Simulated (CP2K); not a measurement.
**Nb: energy against volume and a worked fit**

```cif
data_structure
_symmetry_space_group_name_H-M 'Fm-3m'
_symmetry_Int_Tables_number 225
_cell_length_a 4.2300
_cell_length_b 4.2300
_cell_length_c 4.2300
_cell_angle_alpha 90.000
_cell_angle_beta 90.000
_cell_angle_gamma 90.000
_cell_volume 75.69
loop_
_atom_site_label
_atom_site_type_symbol
_atom_site_symmetry_multiplicity
_atom_site_Wyckoff_symbol
_atom_site_fract_x
_atom_site_fract_y
_atom_site_fract_z
_atom_site_occupancy
Nb1 Nb 4 a 0.00000 0.00000 0.00000 1
```

This isn't the form of Nb at room conditions, which is bcc.

The cell was scaled at fixed shape and fractions and run with CP2K, POTENTIAL_UZH Nb GTH-SCAN-q13; TZVP-MOLOPT-SCAN-GTH basis; r2SCAN, k mesh 11 × 11 × 11 on the cell of 1 atom, fermi-dirac occupations of 0.0259 eV, no spin polarisation, no spin-orbit coupling. Energies are those that the program minimises, any entropy of the smearing included. For a metal such a mesh isn't converged to the digits shown.

```csv
V (Å³/atom),energy over the lowest row (meV/atom)
17.7864,23.15
18.1649,6.83
18.5433,0.00
18.9217,?
19.3002,10.82
19.6786,26.79
20.0570,48.78
```

Q: Fit the third-order Birch-Murnaghan form, give V0, B0 and B′, and predict the energy left open.

A: With y = (V0/V)^(2/3), E = E0 + (9 V0 B0/16) [(y - 1)³ B′ + (y - 1)² (6 - 4y)]. Least squares through the rows shown give V0 = 18.6544 Å³/atom, E0 = -0.36 meV, B0 = 170.8 GPa (1 eV/Å³ = 160.218 GPa) and B′ = 4.55, with a largest miss of 0.02 meV. At V = 18.9217 the form with these constants gives 1.63 meV; the run gave 1.63 meV an atom.
